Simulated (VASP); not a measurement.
# Al16Ni16H in VASP: further runs

Runs on Al16Ni16H. Level: RPBE. Tasks: relaxation of the atoms, single point.

Everything below comes from runs of VASP 6.6.1. Logs are shortened: lines on timing, memory, paths and dates and some standing lists are left out, and cuts for length are marked.

## (1) The slab as given

The cell holds a slab with vacuum, 33 atoms: a = 5.832 Å, b = 8.247 Å, c = 25.186 Å, α = 90.00°, β = 90.00°, γ = 90.00°.

## (2) Relaxation of the atoms, RPBE

INCAR

```
SYSTEM = Al16Ni16H
ALGO = Normal
DIPOL = 0.5 0.5 0.465
EDIFF = 1E-6
EDIFFG = -0.03
ENCUT = 450
GGA = RP
IBRION = 2
IDIPOL = 3
ISIF = 2
ISMEAR = 1
KPAR = 4
LASPH = .TRUE.
LCHARG = .FALSE.
LDIPOL = .TRUE.
LREAL = Auto
LWAVE = .FALSE.
NCORE = 2
NELM = 80
NSW = 90
PREC = Normal
SIGMA = 0.1
```

KPOINTS

```
k-points
0
G
  5 4 1
  0 0 0
```

POSCAR

```
Al16Ni16H
1.0
    5.8317480000      0.0000000000      0.0000000000
    0.0000000000      8.2473371100      0.0000000000
    0.0000000000      0.0000000000     25.1855028400
Al Ni H
16 16 1
Selective dynamics
Direct
    0.0000000000      0.2500000000      0.3374957400  F F F
    0.0000000000      0.7500000000      0.3374957400  F F F
    0.5000000000      0.2500000000      0.3374957400  F F F
    0.5000000000      0.7500000000      0.3374957400  F F F
    0.0000000000      0.5000000000      0.4193616600  F F F
    0.0000000000      0.0000000000      0.4193616600  F F F
    0.5000000000      0.5000000000      0.4193616600  F F F
    0.5000000000      0.0000000000      0.4193616600  F F F
    0.0000000000      0.7500000000      0.5012275800  T T T
    0.0000000000      0.2500000000      0.5012275800  T T T
    0.5000000000      0.7500000000      0.5012275800  T T T
    0.5000000000      0.2500000000      0.5012275800  T T T
    0.0000000000      0.0000000000      0.5830934900  T T T
    0.0000000000      0.5000000000      0.5830934900  T T T
    0.5000000000      0.0000000000      0.5830934900  T T T
    0.5000000000      0.5000000000      0.5830934900  T T T
    0.2500000000      0.5000000000      0.3374957400  F F F
    0.2500000000      0.0000000000      0.3374957400  F F F
    0.7500000000      0.5000000000      0.3374957400  F F F
    0.7500000000      0.0000000000      0.3374957400  F F F
    0.2500000000      0.7500000000      0.4193616600  F F F
    0.2500000000      0.2500000000      0.4193616600  F F F
    0.7500000000      0.7500000000      0.4193616600  F F F
    0.7500000000      0.2500000000      0.4193616600  F F F
    0.2500000000      0.0000000000      0.5012275800  T T T
    0.2500000000      0.5000000000      0.5012275800  T T T
    0.7500000000      0.0000000000      0.5012275800  T T T
    0.7500000000      0.5000000000      0.5012275800  T T T
    0.2500000000      0.2500000000      0.5830934900  T T T
    0.2500000000      0.7500000000      0.5830934900  T T T
    0.7500000000      0.2500000000      0.5830934900  T T T
    0.7500000000      0.7500000000      0.5830934900  T T T
    0.0000000000      0.1666666700      0.6092990500  T T T
```

Potentials or basis: VASP PAW PBE potentials, release 64 (Al, Ni, H).

Launch:

```bash
$ cat potpaw_PBE.64/Al/POTCAR potpaw_PBE.64/Ni/POTCAR potpaw_PBE.64/H/POTCAR > POTCAR
$ mpirun -np 8 vasp_std > vasp.out
```

OUTCAR:

```text
SYSTEM = Al16Ni16H
   EDIFF = 1E-6
   EDIFFG = -0.03
   ENCUT = 450
   GGA = RP
   IBRION = 2
   ISIF = 2
   ISMEAR = 1
   LASPH = .TRUE.
   LREAL = Auto
   NELM = 80
   NSW = 90
   PREC = Normal

 ion  position               nearest neighbor table
   1  0.000  0.250  0.337-  17 2.53  18 2.53  19 2.53  20 2.53  22 2.53  24 2.53   3 2.92   3 2.92
                             6 2.92   5 2.92
   2  0.000  0.750  0.337-  17 2.53  18 2.53  19 2.53  20 2.53  21 2.53  23 2.53   4 2.92   4 2.92
                             6 2.92   5 2.92
   3  0.500  0.250  0.337-  17 2.53  18 2.53  19 2.53  20 2.53  22 2.53  24 2.53   1 2.92   1 2.92
                             8 2.92   7 2.92
   4  0.500  0.750  0.337-  17 2.53  18 2.53  19 2.53  20 2.53  21 2.53  23 2.53   2 2.92   2 2.92
                             8 2.92   7 2.92
   5  0.000  0.500  0.419-  21 2.53  22 2.53  23 2.53  24 2.53  17 2.53  19 2.53  26 2.53  28 2.53
                             7 2.92   7 2.92   1 2.92   9 2.92  10 2.92   2 2.92
   6  0.000  0.000  0.419-  21 2.53  22 2.53  23 2.53  24 2.53  18 2.53  20 2.53  25 2.53  27 2.53
                             8 2.92   8 2.92   1 2.92   9 2.92  10 2.92   2 2.92
   7  0.500  0.500  0.419-  21 2.53  22 2.53  23 2.53  24 2.53  17 2.53  19 2.53  26 2.53  28 2.53
                             5 2.92   5 2.92   3 2.92  11 2.92  12 2.92   4 2.92
   8  0.500  0.000  0.419-  21 2.53  22 2.53  23 2.53  24 2.53  18 2.53  20 2.53  25 2.53  27 2.53
                             6 2.92   6 2.92   3 2.92  11 2.92  12 2.92   4 2.92
   9  0.000  0.750  0.501-  30 2.53  32 2.53  27 2.53  28 2.53  25 2.53  26 2.53  21 2.53  23 2.53
[... 32 lines left out ...]
                            29 2.92  30 2.92  27 2.92  27 2.92  21 2.92  22 2.92
  26  0.250  0.500  0.501-  14 2.53  16 2.53  11 2.53  12 2.53   9 2.53  10 2.53   5 2.53   7 2.53
                            29 2.92  30 2.92  28 2.92  28 2.92  21 2.92  22 2.92
  27  0.750  0.000  0.501-  13 2.53  15 2.53  11 2.53  12 2.53   9 2.53  10 2.53   6 2.53   8 2.53
                            31 2.92  32 2.92  25 2.92  25 2.92  23 2.92  24 2.92
  28  0.750  0.500  0.501-  14 2.53  16 2.53  11 2.53  12 2.53   9 2.53  10 2.53   5 2.53   7 2.53
                            31 2.92  32 2.92  26 2.92  26 2.92  23 2.92  24 2.92
  29  0.250  0.250  0.583-  33 1.74  12 2.53  10 2.53  14 2.53  15 2.53  16 2.53  13 2.53  26 2.92
                            25 2.92  31 2.92  31 2.92
  30  0.250  0.750  0.583-   9 2.53  11 2.53  13 2.53  14 2.53  15 2.53  16 2.53  25 2.92  26 2.92
                            32 2.92  32 2.92
  31  0.750  0.250  0.583-  33 1.74  12 2.53  10 2.53  14 2.53  15 2.53  16 2.53  13 2.53  28 2.92
                            27 2.92  29 2.92  29 2.92
  32  0.750  0.750  0.583-   9 2.53  11 2.53  13 2.53  14 2.53  15 2.53  16 2.53  27 2.92  28 2.92
                            30 2.92  30 2.92
  33  0.000  0.167  0.609-  13 1.52  29 1.74  31 1.74

  LATTYP: Found a simple orthorhombic cell.
 ALAT       =     5.8317480000
 B/A-ratio  =     1.4142135617
 C/A-ratio  =     4.3186884687

  Lattice vectors:

 A1 = (   5.8317480000,   0.0000000000,   0.0000000000)
 A2 = (   0.0000000000,   8.2473371100,   0.0000000000)
 A3 = (   0.0000000000,   0.0000000000,  25.1855028400)

Analysis of symmetry for initial positions (statically):
=====================================================================
 Subroutine PRICEL returns:
 Original cell was already a primitive cell.

 Routine SETGRP: Setting up the symmetry group for a
 simple orthorhombic supercell.

 Subroutine GETGRP returns: Found  2 space group operations
 (whereof  2 operations were pure point group operations)
 out of a pool of  8 trial point group operations.

The static configuration has the point symmetry C_1h.

Analysis of symmetry for dynamics (positions and initial velocities):
=====================================================================
 Subroutine PRICEL returns:
 Original cell was already a primitive cell.

 Routine SETGRP: Setting up the symmetry group for a
 simple orthorhombic supercell.

 Subroutine GETGRP returns: Found  2 space group operations
 (whereof  2 operations were pure point group operations)
 out of a pool of  8 trial point group operations.

The dynamic configuration has the point symmetry C_1h.

Analysis of constrained symmetry for selective dynamics:
=====================================================================
 Subroutine PRICEL returns:
 Original cell was already a primitive cell.
[... 155 lines left out ...]
   LREAL  =      T    real-space projection
   EDIFFG = -.3E-01   stopping-criterion for IOM
   NSW    =     90    number of steps for IOM
   IBRION =      2    ionic relax: 0-MD 1-quasi-New 2-CG
   NFREE  =      1    steps in history (QN), initial steepest desc. (CG)
   ISIF   =      2    stress and relaxation
   ISYM   =      2    0-nonsym 1-usesym 2-fastsym
   POTIM  = 0.5000    time-step for ionic-motion
[... 14 lines left out ...]
  Thomas-Fermi vector in A             =   2.035660
   LORBIT       =      0    0 simple, 1 ext, 2 COOP (PROOUT), +10 PAW based schemes
   GGA     = RP    functional components
   LHFCALC =     F    Hartree Fock is set to
   AEXX    =    0.0000 exact exchange contribution
   IVDW    =     0    specifies the selected vdW correction
   LEPSILON=     F    determine dielectric tensor
   LRPA    =     F    only Hartree local field effects (RPA)
 conjugate gradient relaxation of ions
 non-spin polarized calculation
 Methfessel and Paxton  Order N= 1 SIGMA  =   0.10
  energy-cutoff  :      450.00
  volume of cell :     1211.33
 maximum number of plane-waves:     26288
   NGX = 21   NGY = 29   NGZ = 87

 dipolmoment           0.000000      0.000000      0.026585 electrons x Angstroem

--------------------------------------- Ionic step        1  -------------------------------------------

 number of electron     209.0001327 magnetization

 Free energy of the ion-electron system (eV)
  ---------------------------------------------------
  ext. energy  EPLUGINS =         0.00000000
  ---------------------------------------------------
  free energy    TOTEN  =      -150.27317373 eV

  energy without entropy =     -150.26499940  energy(sigma->0) =     -150.27044895

------------------------ aborting loop because EDIFF is reached ----------------------------------------

  FORCE on cell =-STRESS in cart. coord.  units (eV):
  Direction    XX          YY          ZZ          XY          YZ          ZX
  --------------------------------------------------------------------------------------
  -------------------------------------------------------------------------------------
  Total      -18.0005287     -9.4327370     -1.6124059      0.0000000      1.4586782      0.0000000
  in kB      -23.8085376    -12.4762821     -2.1326611      0.0000000      1.9293320      0.0000000
  external PRESSURE =     -12.8058269 kB  Pullay stress =       0.0000000 kB
[... 182 lines left out ...]
  FREE ENERGIE OF THE ION-ELECTRON SYSTEM (eV)
  ---------------------------------------------------
  free  energy   TOTEN  =      -150.6876534502 eV

  energy  without entropy=     -150.6804772933  energy(sigma->0) =     -150.68526140

[... ionic steps 4 to 11 ...]

--------------------------------------- Ionic step       12  -------------------------------------------

 number of electron     209.0000830 magnetization

------------------------ aborting loop because EDIFF is reached ----------------------------------------
[... 64 lines left out ...]
 number of electron     209.0000838 magnetization

------------------------ aborting loop because EDIFF is reached ----------------------------------------

 vacuum level on the upper side and lower side of the slab       (xc-potential included)        -0.170         0.007

  FORCE on cell =-STRESS in cart. coord.  units (eV):
  Direction    XX          YY          ZZ          XY          YZ          ZX
  --------------------------------------------------------------------------------------
  -------------------------------------------------------------------------------------
  Total      -16.7271892    -13.9001283     -0.9156363      0.0000000      0.2759188      0.0000000
  in kB      -22.1243454    -18.3851115     -1.2110734      0.0000000      0.3649462      0.0000000
  external PRESSURE =     -13.9068434 kB  Pullay stress =       0.0000000 kB
[... 54 lines left out ...]
--------------------------------------- Ionic step       14  -------------------------------------------

 number of electron     209.0000836 magnetization

 dipolmoment           0.000000      0.000000     -0.050864 electrons x Angstroem

 Free energy of the ion-electron system (eV)
  ---------------------------------------------------
  ext. energy  EPLUGINS =         0.00000000
  ---------------------------------------------------
  free energy    TOTEN  =      -150.85560983 eV

  energy without entropy =     -150.84680892  energy(sigma->0) =     -150.85267619

 E-fermi :   0.0791     XC(G=0):  -4.6810

 val. band max:        0.0560765345   @ k =   0.0000   0.0000   0.0000
 cond. band min:       0.0892237635   @ k =   0.4000   0.2500   0.0000
 fundamental gap:      0.0331472290
 Fermi energy:         0.0790970733

 k-point     1 :       0.0000    0.0000    0.0000
  band No.  band energies     occupation
      1     -10.3138      2.00000
      2      -9.0121      2.00000
      3      -8.2062      2.00000
      4      -8.1289      2.00000
      5      -7.3599      2.00000
      6      -6.9069      2.00000
[... 1060 lines left out ...]
    115       1.9703     -0.00000
    116       2.0887      0.00000
 [bands above 116 left out]

------------------------ aborting loop because EDIFF is reached ----------------------------------------

 vacuum level on the upper side and lower side of the slab       (xc-potential included)        -0.193        -0.008

  FORCE on cell =-STRESS in cart. coord.  units (eV):
  Direction    XX          YY          ZZ          XY          YZ          ZX
  --------------------------------------------------------------------------------------
  -------------------------------------------------------------------------------------
  Total      -16.7681707    -13.9153038     -0.9850905      0.0000000      0.2289469      0.0000000
  in kB      -22.1785499    -18.4051835     -1.3029375      0.0000000      0.3028184      0.0000000
  external PRESSURE =     -13.9622236 kB  Pullay stress =       0.0000000 kB
[... 48 lines left out ...]
  FREE ENERGIE OF THE ION-ELECTRON SYSTEM (eV)
  ---------------------------------------------------
  free  energy   TOTEN  =      -150.8556098274 eV

  energy  without entropy=     -150.8468089211  energy(sigma->0) =     -150.85267619

 reached required accuracy - stopping structural energy minimisation

 vacuum level on the upper side and lower side of the slab         4.550         4.740
```

Wall time 49 min (8 MPI ranks of Intel Xeon Platinum 8488C (Sapphire Rapids), shared host); peak memory 0.62 GiB.

Results:

| Item | Value |
| --- | --- |
| Free energy | -150.8556 eV |
| Energy gained by relaxing | 17.6 meV/atom |
| Ionic steps | 14 |
| Band gap on the k mesh | none (metal or under the smearing width) |

Step by step:
| step | energy change (eV) | largest force (eV/Å) | pressure (GPa) |
| --- | --- | --- | --- |
| 1 | 0.0000 | 2.8573 | -1.28 |
| 2 | -0.4088 | 0.5631 | -1.35 |
| 3 | -0.4145 | 0.8868 | -1.35 |
| 4 | -0.4155 | 0.7633 | -1.35 |
| 5 | -0.4910 | 0.5666 | -1.39 |
| 6 | -0.5416 | 0.5662 | -1.38 |
| 7 | -0.5420 | 0.5657 | -1.37 |
| 8 | -0.5623 | 0.5629 | -1.40 |
| 9 | -0.5730 | 0.5580 | -1.41 |
| 10 | -0.5734 | 0.5592 | -1.41 |
| 11 | -0.5791 | 0.5562 | -1.40 |
| 12 | -0.5811 | 0.5540 | -1.39 |
| 13 | -0.5811 | 0.5535 | -1.39 |
| 14 | -0.5824 | 0.5534 | -1.40 |

Final structure:
```
Al Ni H
1.0
     5.83175    0.00000    0.00000
     0.00000    8.24734    0.00000
     0.00000    0.00000   25.18550
Al Ni H
16 16 1
Direct
  0.00000 0.25000 0.33750
  0.00000 0.75000 0.33750
  0.50000 0.25000 0.33750
  0.50000 0.75000 0.33750
  0.00000 0.50000 0.41936
  0.00000 0.00000 0.41936
  0.50000 0.50000 0.41936
  0.50000 0.00000 0.41936
  0.00000 0.74795 0.50112
  0.00000 0.24893 0.49987
  0.50000 0.74843 0.50089
  0.50000 0.24812 0.50289
  0.00000 0.98797 0.58405
  0.00000 0.50530 0.58447
  0.50000 0.99898 0.58479
  0.50000 0.49496 0.58588
  0.25000 0.50000 0.33750
  0.25000 0.00000 0.33750
  0.75000 0.50000 0.33750
  0.75000 0.00000 0.33750
  0.25000 0.75000 0.41936
  0.25000 0.25000 0.41936
  0.75000 0.75000 0.41936
  0.75000 0.25000 0.41936
  0.24904 0.99928 0.50026
  0.25027 0.49697 0.50070
  0.75096 0.99928 0.50026
  0.74973 0.49697 0.50070
  0.23579 0.24775 0.58053
  0.25498 0.74719 0.57887
  0.76421 0.24775 0.58053
  0.74502 0.74719 0.57887
  0.00000 0.20184 0.61831
```

Levels at points of the mesh, in eV from the Fermi level:
```
           k point  band 100  band 101  band 102  band 103  band 104  band 105  band 106  band 107  band 108  band 109
(0.00, 0.00, 0.00)     -0.76     -0.70     -0.56     -0.49     -0.41     -0.32     -0.02      0.05      0.18      0.22
(0.00, 0.50, 0.00)     -0.56     -0.50     -0.41     -0.29     -0.28     -0.21     -0.14      0.04      0.08      0.10
```

Caveat: the PAW data sets were made with another functional, which shifts forces and pressure a little. Spin polarisation is off, so any magnetic state and its effect on volume and gap are missing.

## (3) Single point, RPBE

INCAR

```
SYSTEM = Al16Ni16H
ALGO = Normal ; DIPOL = 0.5 0.5 0.465
EDIFF = 1E-6 ; ENCUT = 450
GGA = RP ; ICORELEVEL = 1
IDIPOL = 3 ; ISIF = 2
ISMEAR = 1 ; KPAR = 4
LASPH = .TRUE. ; LCHARG = .FALSE.
LDIPOL = .TRUE. ; LREAL = Auto
LVACPOTAV = .TRUE. ; LVHAR = .TRUE.
LWAVE = .FALSE. ; NCORE = 2
NELM = 80 ; PREC = Normal
SIGMA = 0.1
```

KPOINTS is that of step 2.

POSCAR

```
Al16Ni16H                               
1.0
    5.8317480000      0.0000000000      0.0000000000
    0.0000000000      8.2473371100      0.0000000000
    0.0000000000      0.0000000000     25.1855028400
  Al              Ni              H             
    16    16     1
Selective dynamics
Direct
     0.0000000000000000    0.2500000000000000    0.3374957400000014   F   F   F
     0.0000000000000000    0.7500000000000000    0.3374957400000014   F   F   F
     0.5000000000000000    0.2500000000000000    0.3374957400000014   F   F   F
     0.5000000000000000    0.7500000000000000    0.3374957400000014   F   F   F
     0.0000000000000000    0.5000000000000000    0.4193616599999999   F   F   F
     0.0000000000000000    0.0000000000000000    0.4193616599999999   F   F   F
     0.5000000000000000    0.5000000000000000    0.4193616599999999   F   F   F
     0.5000000000000000    0.0000000000000000    0.4193616599999999   F   F   F
     0.0000000000000000    0.7479464710664772    0.5011219525274907   T   T   T
     0.0000000000000000    0.2489272271821012    0.4998690924661252   T   T   T
     0.5000000000000000    0.7484333883474780    0.5008945393675795   T   T   T
     0.5000000000000000    0.2481221426885123    0.5028919180191654   T   T   T
     0.0000000000000000    0.9879695278835859    0.5840515502104029   T   T   T
     0.0000000000000000    0.5053005039654320    0.5844659684898914   T   T   T
     0.5000000000000000    0.9989827069065879    0.5847900022383554   T   T   T
     0.5000000000000000    0.4949623175396837    0.5858771979821803   T   T   T
     0.2500000000000000    0.5000000000000000    0.3374957400000014   F   F   F
     0.2500000000000000    0.0000000000000000    0.3374957400000014   F   F   F
     0.7500000000000000    0.5000000000000000    0.3374957400000014   F   F   F
     0.7500000000000000    0.0000000000000000    0.3374957400000014   F   F   F
     0.2500000000000000    0.7500000000000000    0.4193616599999999   F   F   F
     0.2500000000000000    0.2500000000000000    0.4193616599999999   F   F   F
     0.7500000000000000    0.7500000000000000    0.4193616599999999   F   F   F
     0.7500000000000000    0.2500000000000000    0.4193616599999999   F   F   F
     0.2490394878157627    0.9992781615404568    0.5002631142283714   T   T   T
     0.2502663701319985    0.4969667211576403    0.5007049708463053   T   T   T
     0.7509605121842372    0.9992781615404568    0.5002631142283714   T   T   T
     0.7497336298680014    0.4969667211576403    0.5007049708463053   T   T   T
     0.2357924249919050    0.2477526417401169    0.5805298365680548   T   T   T
     0.2549842566707046    0.7471856272843198    0.5788710764703856   T   T   T
     0.7642075750080949    0.2477526417401169    0.5805298365680548   T   T   T
     0.7450157433292955    0.7471856272843198    0.5788710764703856   T   T   T
     0.0000000000000000    0.2018443303126487    0.6183128636761110   T   T   T
```

Potentials or basis: VASP PAW PBE potentials, release 64 (Al, Ni, H).

Launch:

```bash
$ cat potpaw_PBE.64/Al/POTCAR potpaw_PBE.64/Ni/POTCAR potpaw_PBE.64/H/POTCAR > POTCAR
$ mpirun -np 8 vasp_std > vasp.out
```

It took 8.6 min on 8 MPI ranks of Intel Xeon Platinum 8488C (Sapphire Rapids), shared host; peak memory 0.58 GiB.

It converged, with:

```
Free energy                     : -150.8556 eV
Largest force                   : 0.553 eV/Å
Band gap on the k mesh          : none (metal or under the smearing width)
Work function of the upper face : 4.57 eV
Work function of the lower face : 4.76 eV
```

Forces in eV/Å, atoms in the order of the input:
```
Al   0.000 -0.004 -0.405
Al   0.000 -0.004 -0.448
Al   0.000 -0.002 -0.438
Al   0.000 -0.004 -0.414
Al   0.000 -0.012 -0.417
Al   0.000 -0.019 -0.472
Al   0.000 -0.039 -0.385
Al   0.000  0.012 -0.402
Al   0.000 -0.006  0.004
Al   0.000 -0.011  0.006
Al   0.000  0.001 -0.002
Al   0.000  0.001  0.008
Al   0.000  0.003  0.028
Al   0.000  0.002  0.003
Al   0.000  0.003  0.009
Al   0.000  0.001 -0.012
Ni  -0.005 -0.006  0.553
Ni   0.008  0.011  0.539
Ni   0.005 -0.006  0.553
Ni  -0.008  0.011  0.539
Ni  -0.014  0.012  0.292
Ni   0.054  0.008  0.270
Ni   0.014  0.012  0.292
Ni  -0.054  0.008  0.270
Ni  -0.006 -0.001 -0.009
Ni  -0.004 -0.008 -0.021
Ni   0.006 -0.001 -0.009
Ni   0.004 -0.008 -0.021
Ni   0.005  0.009  0.019
Ni  -0.006  0.002  0.016
Ni  -0.005  0.009  0.019
Ni   0.006  0.002  0.016
H    0.000  0.024  0.016
```

Levels at points of the mesh, in eV from the Fermi level:
```
           k point  band 100  band 101  band 102  band 103  band 104  band 105  band 106  band 107  band 108  band 109
(0.00, 0.00, 0.00)     -0.76     -0.70     -0.56     -0.49     -0.41     -0.32     -0.02      0.05      0.18      0.22
(0.00, 0.50, 0.00)     -0.56     -0.50     -0.41     -0.29     -0.28     -0.21     -0.14      0.04      0.08      0.10
```

Caveat: the PAW data sets were made with another functional, which shifts forces and pressure a little. Spin polarisation is off, so any magnetic state and its effect on volume and gap are missing.
